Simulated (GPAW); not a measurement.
Wanted: an ASE script for a GPAW 26.7.0 run.

* Task: single point
* Functional: LDA
* Potentials or basis: the program's PAW data sets (release 1.2.1) made for this functional
* Cutoff: 600 eV
* Basis: pw
* k mesh: 10 × 10 × 10
* Occupations: gaussian, width 0.05 eV
* Spin: no spin polarisation
* Maxiter: 150

The structure of GaSb lies in GaSb.xyz:

```xyz
2
Lattice="-2.7534340000 2.7534340000 1.5907070000 2.7534340000 -2.7534340000 1.5907070000 2.7534340000 2.7534340000 -1.5907070000" Properties=species:S:1:pos:R:3 pbc="T T T"
Sb     0.0000000000      0.0000000000      0.0000000000
Ga     0.0000000000      2.7534340000      0.7953535000
```

Measurements of this composition are mostly on another form, of space group No. 216.

One way to write it, as run:

run.py

```python
from ase.dft.bandgap import bandgap
from ase.io import read, write
from ase.units import GPa
from gpaw import GPAW, PW

atoms = read('GaSb.xyz')

calc = GPAW(mode=PW(600),
            xc='LDA',
            kpts={'size': (10, 10, 10), 'gamma': True},
            occupations={'name': 'methfessel-paxton', 'order': 0, 'width': 0.05},
            nbands=18,
            convergence={'density': 1e-05, 'energy': 1e-05},
            maxiter=150,
            txt='gpaw.txt')
atoms.calc = calc
energy = atoms.get_potential_energy()
forces = atoms.get_forces()
stress = atoms.get_stress()
calc.write('gs.gpw')
write('result.traj', atoms)
print(f'Energy: {energy:.6f} eV')
print('Forces (eV/A):')
print(forces.round(4))
print('Stress (GPa):', (stress / GPa).round(3))
print('Fermi level:', round(calc.get_fermi_level(), 4), 'eV')
print(f'Gap: {bandgap(calc)[0]:.4f} eV, direct: {bandgap(calc, direct=True)[0]:.4f} eV')
```

Potentials or basis: the program's PAW data sets (release 1.2.1) made for this functional, pw.

Run with:

```bash
$ OMP_NUM_THREADS=1 python run.py
```

Results of the run:

```yaml
Pressure: -4.5 GPa
Band_gap_on_the_k_mesh: none (metal or under the smearing width)
```

Run time: 40 s on 1 thread of Arm Neoverse V2 (shared host), peak memory 0.22 GiB.
